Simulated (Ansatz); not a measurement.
A relaxed cell of TiB2 is given with its symmetry left out. It was relaxed at this level from a cell as deposited in COD.

The calculation used Ansatz, DFT PBE, scalar-relativistic, plane waves, PAW. Cutoff 420 eV, Γ-centred mesh, Gaussian smearing, no spin polarisation.

```yaml
crystal:
  lattice:
    - [3.03180, 0.00000, 0.00000]
    - [-1.51590, 2.62562, 0.00000]
    - [0.00000, 0.00000, 3.22423]
  atoms:
    - { symbol: Ti, position: [0.00000, 0.00000, 0.00000] }
    - { symbol: B, position: [0.33333, 0.66667, 0.50000] }
    - { symbol: B, position: [0.66667, 0.33333, 0.50000] }
```

Formation energies are uncorrected and refer to the elements' standard structures at the same level.

Problem. Find its symmetry and describe it.

Solution. P6/mmm (No. 191), the AlB2 type. Conventional cell: a = 3.032 Å, c = 3.224 Å. Around Ti lie 12 B at 2.38 Å; B has 3 B at 1.75 Å and 6 Ti at 2.38 Å.

Problem. How far does it lie from the elements in energy?

Solution. −1.07 eV/atom. A negative formation energy is needed for stability but isn't enough: competing phases decide.

Problem. Is it a metal?

Solution. Yes, bands cross the Fermi level on the 18×18×14 mesh.

The last run used an 18×18×14 mesh (in the run's order of axes) for its 3-atom cell and Gaussian smearing of 0.10 eV. A later test with randomly moved atoms came back to the same energy, though modes that don't fit the test's cell weren't probed.
